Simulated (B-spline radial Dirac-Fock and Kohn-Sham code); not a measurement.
**The V-like isoelectronic sequence (23 electrons), Z = 51 to 63**

Method: multi-electron Dirac-Fock with separately optimised hole states, Breit and Lamb-shift corrections added in first order. Computed with a radial atomic solver. Binding energies in eV, tabulated ground configurations ([Ar] 3d5 throughout). Correlation and solid-state effects are left out.

```csv
ion,2s,2p3/2,3p3/2,outermost level,NIST ionisation energy
Sb²⁸⁺,5901.3,5335.0,1803.8,1606.7 (3d),1606 ± 4
Te²⁹⁺,6205.2,5607.7,1912.1,1708.9 (3d),1707 ± 4
I³⁰⁺,6517.8,5887.3,2023.5,1814.2 (3d),1812 ± 4
Xe³¹⁺,6839.0,6173.9,2138.1,1922.6 (3d),1919 ± 4
Cs³²⁺,7169.1,6467.5,2255.8,2034.1 (3d),2029 ± 4
Ba³³⁺,7508.1,6768.0,2376.6,2148.6 (3d),2142 ± 5
La³⁴⁺,?,?,?,?,?
Ce³⁵⁺,8213.2,7390.0,2627.8,2386.8 (3d),2378 ± 5
Pr³⁶⁺,8579.6,7711.4,2758.1,2510.6 (3d),2501 ± 5
Nd³⁷⁺,8955.3,8039.9,2891.6,2637.4 (3d),2627 ± 4
Pm³⁸⁺,9340.4,8375.4,3028.3,2767.3 (3d),2755 ± 4
Sm³⁹⁺,9735.2,8718.0,3168.2,2900.3 (3d),2887 ± 4
Eu⁴⁰⁺,10139.6,9067.5,3311.3,3036.4 (3d),3022 ± 4
```

Problem. Fill in the row of La³⁴⁺.

Solution. 2s 7856.1, 2p3/2 7075.5, 3p3/2 2500.6, outermost 2266.2 (3d), NIST 2259 ± 5 eV.

NIST's values are for the lowest levels; a dash marks a value that is missing or belongs to another shell. Their kind here: theoretical. Where a p, d or f shell is open in either ion the computed value averages over both j values and all terms, while the table refers to the lowest levels; that difference holds spin-orbit splitting (largest in heavy or highly charged ions), term energies where several electrons share open shells, and correlation, and it can reach 10 % or more.
